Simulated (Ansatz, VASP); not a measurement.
## Two plane-wave programs on C

```xyz
4
Lattice="2.4230 0.0000 0.0000 -1.2115 2.0984 0.0000 0.0000 0.0000 23.8078" Properties=species:S:1:pos:R:3 pbc="T T T"
C     1.2115    0.6995   13.5818
C     0.0000    1.3989   10.2260
C     0.0000    0.0000   10.2262
C     0.0000    0.0000   13.5816
```

Change from the starting cell: volume scaled by 0.96.

Alike in both runs: task single point; functional PBE; k mesh 12 × 12 × 2; occupations fermi-dirac, width 0.05 eV; no spin polarisation.

|  | VASP | Ansatz |
| --- | --- | --- |
| version | VASP 6.6.1 | Ansatz 0.2.0 |
| potentials or method | VASP PAW PBE potentials, release 64 (C) | Ansatz PAW |
| plane-wave cutoff (eV) | 520 | 420 |
| valence electrons in the cell | 16 | 16 |

|  | VASP | Ansatz | Ansatz less VASP |
| --- | --- | --- | --- |
| gap on the k mesh at the Fermi level (eV) | none | none | - |
| rms of the force components (eV/Å) | 0.030 | 0.030 | -0.0002 |

Atom by atom the forces differ by 0.000 eV/Å (rms over components). A gap of «none» marks a metal or a gap that the smearing closes.
